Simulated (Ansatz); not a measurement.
**CaO: stable or not**

The cell was reached from a generator's guess, though it ends in a space group that the Crystallography Open Database lists for this formula.

All numbers below come from Ansatz, DFT PBE, scalar-relativistic, plane waves, PAW. The final run on the 2-atom cell used 420 eV, a Γ-centred 8×8×8 mesh, 0.02 eV smearing and no spin polarisation.

```cif
data_structure
_symmetry_space_group_name_H-M 'Fm-3m'
_symmetry_Int_Tables_number 225
_cell_length_a 4.8307
_cell_length_b 4.8307
_cell_length_c 4.8307
_cell_angle_alpha 90.000
_cell_angle_beta 90.000
_cell_angle_gamma 90.000
_cell_volume 112.73
loop_
_atom_site_label
_atom_site_type_symbol
_atom_site_symmetry_multiplicity
_atom_site_Wyckoff_symbol
_atom_site_fract_x
_atom_site_fract_y
_atom_site_fract_z
_atom_site_occupancy
Ca1 Ca 4 a 0.00000 0.00000 0.00000 1
O1 O 4 b 0.50000 0.00000 0.00000 1
```

Energies over the elements count from the elements' standard structures at the same level (O₂ as a molecule), with no fitted energy shifts.

Q: These tests were run: energy against the elements; random kick, then relaxation without symmetry; phonons on a 4×4×4 q mesh; elastic tensor. What do they show?

A:

```csv
test,result
energy against the elements,−2.947 eV/atom
"random kick, then relaxation without symmetry",returns
phonons on a 4×4×4 q mesh,no imaginary mode on the mesh
elastic tensor,least eigenvalue 76 GPa
```

It fails none of these tests. Other phases of the system weren't compared here, so this isn't yet thermodynamic stability.

The kick test ran on a coarse mesh. The run for the phonons used an 8×8×8 k mesh. The run for the elastic tensor used an 8×8×8 k mesh.
